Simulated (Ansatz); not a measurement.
BaTiO3, 5 atoms in the cell. It takes space group P4mm (No. 99, tetragonal). The conventional cell has a = 4.000 Å, b = 4.000 Å, c = 4.018 Å, α = 90.00°, β = 90.00°, γ = 90.00°. Around Ba (site symmetry 4mm) lie 12 O at 2.79 to 2.88 Å. Ti (site symmetry 4mm) has 6 O at 1.89 to 2.13 Å as nearest neighbours. O (site symmetry 2mm) is surrounded by 2 Ti at 2.00 Å. O (site symmetry 4mm) is surrounded by 2 Ti at 1.89 to 2.13 Å. 

* Program: Ansatz 0.2.0
* Task: relaxation of cell and atoms
* Functional: PBE
* Dispersion: D3(BJ)
* Potentials or basis: Ansatz PAW
* Cutoff: 420 eV (not typed: the program's choice for these potentials)
* k mesh: 7 × 7 × 7
* Occupations: fermi-dirac, width 0.05 eV
* Spin: no spin polarisation

Potentials or basis: Ansatz PAW.

The run is started by

```bash
$ ansatz run input.yaml --threads 2 --pin off --max-ram 5632MiB --backend cpu --events-out ev --progress --plain --runs-dir out
```

Hardware: 2 threads of Intel(R) Xeon(R) Processor @ 2.50GHz (Skylake/Cascade Lake), with other jobs on the host.

Task: Estimate the wall time of this run.

Result: Wall time 70 s on 2 threads of Intel(R) Xeon(R) Processor @ 2.50GHz (Skylake/Cascade Lake), on a shared host, peak memory 0.45 GiB. Counts: scf iterations 66, plane waves 1293, k points 40, bands 25, ion steps 11.
